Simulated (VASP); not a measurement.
Wanted: the native input for a VASP 6.6.1 run.

| Property | Result |
| --- | --- |
| Task | relaxation of cell and atoms |
| Functional | PBEsol |
| Potentials or basis | VASP PAW PBE potentials, release 64 (Ba_sv, Te) |
| Cutoff | 600 eV |
| k mesh | 8 × 8 × 8 |
| Occupations | gaussian, width 0.02 eV |
| Spin | no spin polarisation |
| Dipole correction | no |
| Further INCAR settings | ALGO = Fast; EDIFF = 1e-06; IBRION = 2; EDIFFG = -0.005; NSW = 100; ISIF = 3 |

The structure of BaTe lies in POSCAR:

```
BaTe
1.0
    0.0000000000      3.4100000000      3.4100000000
    3.4100000000      0.0000000000      3.4100000000
    3.4100000000      3.4100000000      0.0000000000
Ba Te
1 1
Direct
    0.0000000000      0.0000000000      0.0000000000
    0.5000000000      0.5000000000      0.5000000000
```

These files were run (other wordings do the same):

INCAR

```
  PREC = Accurate
  ENCUT = 600
  EDIFF = 1E-6
  ISMEAR = 0
  SIGMA = 0.02
  LREAL = F
  LASPH = T
  NELM = 100
  ALGO = Fast
  ISIF = 3
  LWAVE = F
  LCHARG = F
  GGA = PS
  IBRION = 2
  NSW = 100
  EDIFFG = -0.005
```

KPOINTS

```
regular mesh
0
Gamma
  8 8 8
```

Potentials or basis: VASP PAW PBE potentials, release 64 (Ba_sv, Te).

Command:

```bash
$ cat potpaw_PBE.64/Ba_sv/POTCAR potpaw_PBE.64/Te/POTCAR > POTCAR
$ mpirun -np 1 vasp_std > vasp.out
```

It gave:

| Property | Result |
| --- | --- |
| Relaxed volume | 42.30 Å³/atom |
| Relaxed cell | a = 4.928 Å, b = 4.928 Å, c = 4.928 Å, α = 60.00°, β = 60.00°, γ = 60.00° |
| Space group after relaxing (to 0.05 Å) | Fm-3m (No. 225) |
| Energy gained by relaxing | 18.5 meV/atom |
| Ionic steps | 18 |
| Pressure after relaxing | 0.0 GPa |
| Band gap on the k mesh | 1.40 eV, indirect (least direct gap 1.79 eV) |

Caveat: the PAW data sets were made with another functional, which shifts forces and pressure a little; spin-orbit coupling is left out, which moves the levels of the heavy elements.

Run time: 99 s on 1 thread of Intel(R) Xeon(R) 6975P-C (Granite Rapids), on a shared host, peak memory 0.27 GiB.
